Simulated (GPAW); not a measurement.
Crystal: Tl.

```
Tl
1.0
     3.45600    0.00000    0.00000
    -1.72800    2.99298    0.00000
     0.00000    0.00000    5.52500
Tl
2
Direct
  0.66667 0.33333 0.75000
  0.33333 0.66667 0.25000
```

Base run:

* Program: GPAW 26.7.0
* Functional: LDA
* Potentials or basis: the program's PAW data sets (release 1.2.1) made for this functional
* Cutoff: 600 eV
* Basis: pw
* k mesh: 9 × 9 × 5
* Occupations: gaussian, width 0.1 eV
* Spin: no spin polarisation

Its results: pressure -1.9 GPa.

The run is repeated on the same cell with these changes: functional from LDA to revPBE; occupations from gaussian, width 0.1 eV to methfessel-paxton, width 0.2 eV. What comes out?

Pressure 4.5 GPa.

Caveats: this smearing can pin the Fermi level at a band edge (some runs).

Not every run made on this cell is shown here.
